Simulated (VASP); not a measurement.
Input of a VASP 6.6.1 run:

File run.py:

```python
from ase.calculators.vasp import Vasp
from ase.filters import FrechetCellFilter
from ase.io import read
from ase.optimize import BFGSLineSearch

atoms = read('Sn.xyz')
calc = Vasp(
    directory='calc',
    xc='r2scan+rvv10',
    pp='PBE',
    setups='gw',
    prec='Accurate',
    encut=630,
    ediff=1e-06,
    ismear=0,
    sigma=0.05,
    lreal=False,
    lasph=True,
    nelm=80,
    algo='Normal',
    isif=2,
    lwave=False,
    lcharg=False,
    lmixtau=True,
    kpts=[7, 7, 7],
    gamma=True,
)
atoms.calc = calc
opt = BFGSLineSearch(FrechetCellFilter(atoms), trajectory='relax.traj')
converged = opt.run(fmax=0.02, steps=40)
print('converged:', converged)

print('energy (eV):', atoms.get_potential_energy())
print('free energy (eV):', atoms.get_potential_energy(force_consistent=True))
print('forces (eV/A):')
print(atoms.get_forces())
print('stress (eV/A^3, Voigt):', atoms.get_stress())
print('Fermi level (eV):', calc.get_fermi_level())
print('cell (A, degrees):', atoms.cell.cellpar())
print('volume (A^3):', atoms.get_volume())
print('scaled positions:')
print(atoms.get_scaled_positions())
```

File Sn.xyz:

```xyz
2
Lattice="0.0000000000 3.2333428000 3.2333428000 3.2333428000 0.0000000000 3.2333428000 3.2333428000 3.2333428000 0.0000000000" Properties=species:S:1:pos:R:3 pbc="T T T"
Sn     4.8500142000      4.8500142000      4.8500142000
Sn     3.2333428000      3.2333428000      3.2333428000
```

Potentials or basis: VASP PAW PBE potentials, release 64 (Sn_d_GW).

The run is started by

```console
$ python run.py
```

What does it give for the relaxed volume?

34.93 Å³/atom.

Predict the space group after relaxing (to 0.05 Å).

Fd-3m (No. 227).

Final structure:
```
CELL_PARAMETERS angstrom
0.00000 3.26881 3.26881
3.26881 0.00000 3.26881
3.26881 3.26881 0.00000
ATOMIC_POSITIONS crystal
Sn 0.75000 0.75000 0.75000
Sn 0.50000 0.50000 0.50000
```

Caveat: the PAW data sets were made with another functional, which shifts forces and pressure a little. Zero-point motion and thermal expansion aren't in these numbers.
